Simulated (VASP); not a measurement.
These are PBE GGA, VASP's PBE PAW potentials (set 64) (plane waves; VASP) values and carry that method's errors.

VASP ran on this input.

**KPOINTS**
```
Automatic mesh
0
Gamma
7 7 4
0 0 0
```

POSCAR:
```
InN
1
    1.7700000000    -3.0657300000     0.0000000000
    1.7700000000     3.0657300000     0.0000000000
    0.0000000000     0.0000000000     5.7000000000
In N
2 2
Direct
  0.6666670000   0.3333330000   0.5000000000
  0.3333330000   0.6666670000   0.0000000000
  0.6666670000   0.3333330000   0.8790000000
  0.3333330000   0.6666670000   0.3790000000
```

**INCAR**
```
# general
SYSTEM  = InN
PREC    = Accurate
ENCUT   = 520
LREAL   = .False.
LASPH   = .True.   # aspherical one-centre terms

# electronic loop
EDIFF   = 1E-6
NELM    = 100
ALGO    = Normal
LMAXMIX = 4

# smearing
ISMEAR  = -5   # tetrahedra, Bloechl

# functional
GGA     = PE   # PBE

# ions
ISIF    = 2   # forces and stress, cell fixed

# output
LWAVE   = .False.
LCHARG  = .False.
```

POTCAR, in this order: In_d N (PBE.64 set). Program: vasp_std.

Output

OSZICAR:
```
       N       E                     dE             d eps       ncg     rms          rms(c)
DAV:   1     0.348728839061E+03    0.34873E+03   -0.18381E+04  1056   0.228E+03
DAV:   2     0.203670333473E+02   -0.32836E+03   -0.32072E+03  1110   0.488E+02
DAV:   3    -0.245900115625E+02   -0.44957E+02   -0.44365E+02  1450   0.186E+02
DAV:   4    -0.259261609604E+02   -0.13361E+01   -0.13330E+01  1296   0.345E+01
DAV:   5    -0.259658834123E+02   -0.39722E-01   -0.39717E-01  1402   0.561E+00    0.145E+01
DAV:   6    -0.212807528686E+02    0.46851E+01   -0.20638E+01  1836   0.611E+01    0.114E+01
DAV:   7    -0.214091386557E+02   -0.12839E+00   -0.23057E+00  1114   0.126E+01    0.337E+00
DAV:   8    -0.213763570607E+02    0.32782E-01   -0.22840E-01  1670   0.541E+00    0.185E+00
DAV:   9    -0.213671315436E+02    0.92255E-02   -0.54692E-02  1708   0.340E+00    0.434E-01
DAV:  10    -0.213654049509E+02    0.17266E-02   -0.79659E-03  1728   0.126E+00    0.205E-01
DAV:  11    -0.213661353776E+02   -0.73043E-03   -0.64823E-03  1776   0.783E-01    0.179E-01
DAV:  12    -0.213658072767E+02    0.32810E-03   -0.15802E-03  1640   0.496E-01    0.296E-02
DAV:  13    -0.213658204880E+02   -0.13211E-04   -0.11192E-04  1254   0.831E-02    0.968E-03
DAV:  14    -0.213658201682E+02    0.31980E-06   -0.33256E-06  1232   0.190E-02
   1 F= -.21365820E+02 E0= -.21365820E+02  d E =0.000000E+00
```

File OUTCAR:
```
------------------------ aborting loop because EDIFF is reached ----------------------------------------
  FORCE on cell =-STRESS in cart. coord.  units (eV):
  Direction    XX          YY          ZZ          XY          YZ          ZX
  --------------------------------------------------------------------------------------
  Total        1.9477714      1.9477715      2.2318941      0.0000000      0.0000000      0.0000000
  in kB       50.4471385     50.4471409     57.8058962      0.0000000      0.0000000      0.0000000
  external PRESSURE =      52.9000585 kB  Pullay stress =       0.0000000 kB
  volume of cell :       61.86
      direct lattice vectors                 reciprocal lattice vectors
     1.770000000 -3.065730000  0.000000000     0.282485876 -0.163093293  0.000000000
     1.770000000  3.065730000  0.000000000     0.282485876  0.163093293  0.000000000
     0.000000000  0.000000000  5.700000000     0.000000000  0.000000000  0.175438596
 POSITION                                       TOTAL-FORCE (eV/Angst)
 -----------------------------------------------------------------------------------
      1.77000     -1.02191      2.85000        -0.000000      0.000000     -0.033202
      1.77000      1.02191      0.00000        -0.000000     -0.000000     -0.033202
      1.77000     -1.02191      5.01030         0.000000      0.000000      0.033202
      1.77000      1.02191      2.16030        -0.000000     -0.000000      0.033202
 -----------------------------------------------------------------------------------
    total drift:                               -0.000000      0.001515      0.000614
  FREE ENERGIE OF THE ION-ELECTRON SYSTEM (eV)
  ---------------------------------------------------
  free  energy   TOTEN  =       -21.3658201682 eV

  energy  without entropy=      -21.3658201682  energy(sigma->0) =      -21.36582017
```
(Selected blocks of OUTCAR.)

For a metal the tetrahedron method with Blöchl corrections gives inexact stress and forces.

The compound is InN in the wurtzite structure. The cell was not relaxed at this level. The run is one of a series of settings (ISMEAR = -5, SIGMA removed against the base run), some of them coarse on purpose.
